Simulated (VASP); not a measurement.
CO2, 30 atoms in the cell. The cell holds a amorphous, 30 atoms: a = 8.707 Å, b = 8.707 Å, c = 8.707 Å, α = 90.00°, β = 90.00°, γ = 90.00°. The cell was built by a generator and needn't be a form met in nature.

- Program: VASP 6.6.1
- Task: single point
- Functional: PBE
- Dispersion: D3(BJ)
- Potentials or basis: VASP PAW PBE potentials, release 64 (C, O)
- Cutoff: 520 eV
- k mesh: 1 × 1 × 1
- Occupations: fermi-dirac, width 0.05 eV
- Spin: no spin polarisation
- Dipole correction: no
- Further INCAR settings: LREAL = Auto; ALGO = Normal; EDIFF = 1e-06; NBANDS = 101

Potentials or basis: VASP PAW PBE potentials, release 64 (C, O).

Run with:

```console
$ cat potpaw_PBE.64/C/POTCAR potpaw_PBE.64/O/POTCAR > POTCAR
$ mpirun -np 1 vasp_gam > vasp.out
```

Hardware: 1 thread of Intel(R) Xeon(R) 6975P-C (Granite Rapids), with other jobs on the host.

Estimate the wall time of this run.

Wall time 87 s on 1 thread of Intel(R) Xeon(R) 6975P-C (Granite Rapids) (shared host), peak memory 0.65 GiB. Counts: scf iterations 18, k points 1.
